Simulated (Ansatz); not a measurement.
Varying the input for S

The reference input for Ansatz (plane-wave DFT with PAW):

```yaml
crystal:
  lattice:
    - [5.67805379, 0.0, 0.0]
    - [0.0, 5.67805379, 0.0]
    - [0.0, 0.0, 2.94961558]
  atoms:
    - { symbol: S, position: [0.88339138, 0.88339138, 0.5] }
    - { symbol: S, position: [0.11660862, 0.11660862, 0.5] }
    - { symbol: S, position: [0.38339138, 0.61660862, 0.0] }
    - { symbol: S, position: [0.61660862, 0.38339138, 0.0] }
basis:
  ecutwfc: 420
kpoints:
  mp_grid: { grid: [4, 4, 6] }
hamiltonian:
  xc: pbe
scf:
  occupations: { method: gaussian, width: 0.1 }
output:
  forces: true
  stress: true
  eigenvalues: true
```

Command:

```bash
ansatz run input.yaml --threads 1 --pin off --max-ram 1331MiB --backend cpu --events-out ev --progress --plain --runs-dir out
```

The run converges in 7 SCF iterations on 24 irreducible k-points: pressure 2.40 GPa, largest force 0.841 eV/Å, no gap.

Settings here are deliberately varied, not converged. Each trial's input is given as a difference from the reference's; energies are extrapolated to zero smearing where there is one, and pressure is positive in compression.

Trial 1 (origin moved):

```diff
 crystal:
   atoms:
-    - { symbol: S, position: [0.88339138, 0.88339138, 0.5] }
-    - { symbol: S, position: [0.11660862, 0.11660862, 0.5] }
-    - { symbol: S, position: [0.38339138, 0.61660862, 0.0] }
-    - { symbol: S, position: [0.61660862, 0.38339138, 0.0] }
+    - { symbol: S, position: [1.18539138, 1.64539138, 1.456] }
+    - { symbol: S, position: [0.41860862, 0.87860862, 1.456] }
+    - { symbol: S, position: [0.68539138, 1.37860862, 0.956] }
+    - { symbol: S, position: [0.91860862, 1.14539138, 0.956] }
 scf:
+  max_iter: 300
```

The run converges in 7 SCF iterations on 24 irreducible k-points: the reference's energy to 0.01 meV per atom, pressure 2.40 GPa, largest force 0.841 eV/Å, no gap.

Trial 2:

```diff
 scf:
-  occupations: { method: gaussian, width: 0.1 }
+  occupations: { method: tetrahedron }
```

The run converges in 7 SCF iterations on 24 irreducible k-points: energy 2.89 meV per atom above the reference, pressure 2.52 GPa, largest force 0.825 eV/Å, no gap. It warns that the printed bands weren't solved further after the SCF; that forces and stress under tetrahedra may miss the energy's slope.

Trial 3:

```diff
 hamiltonian:
-  xc: pbe
+  xc: lda
```

The run converges in 7 SCF iterations on 24 irreducible k-points: pressure -1.77 GPa, largest force 0.587 eV/Å, no gap.

Trial 4:

```diff
 kpoints:
-  mp_grid: { grid: [4, 4, 6] }
+  mp_grid: { grid: [1, 1, 2] }
 output:
-  stress: true
+  stress: false
+relax:
+  adjacent_minimum: "off"
+  f_tol: 0.04
+  max_steps: 30
```

The relaxation ends after 3 steps and 18 SCF iterations, 5.38 meV per atom in free energy under its start, at 23.77 Å³/atom: energy 201 meV per atom below the reference, no gap.